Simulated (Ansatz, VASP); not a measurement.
**NaF in VASP and in Ansatz**

```xyz
2
Lattice="0.0000 2.2759 2.2759 2.2759 0.0000 2.2759 2.2759 2.2759 0.0000" Properties=species:S:1:pos:R:3 pbc="T T T"
Na    0.0000    0.0000    0.0000
F     2.2759    2.2759    2.2759
```

Change from the starting cell: volume scaled by 0.94.

Alike in both runs: task single point; functional LDA; k mesh 10 × 10 × 10; occupations fermi-dirac, width 0.02 eV; no spin polarisation.

|  | VASP | Ansatz |
| --- | --- | --- |
| version | VASP 6.6.1 | Ansatz 0.2.0 |
| potentials or method | VASP PAW LDA potentials, release 64 (Na_pv, F), cutoff 520 eV | all-electron LAPW, scalar-relativistic |

|  | VASP | Ansatz | Ansatz less VASP |
| --- | --- | --- | --- |
| gap on the k mesh at the Fermi level (eV) | 6.25 | 6.26 | +0.010 |
| pressure (GPa) | -1.9 | -1.8 | +0.08 |

Ansatz ran all-electron here, so the differences hold the error of VASP's frozen core and of both bases.

A k mesh can miss the band edges.
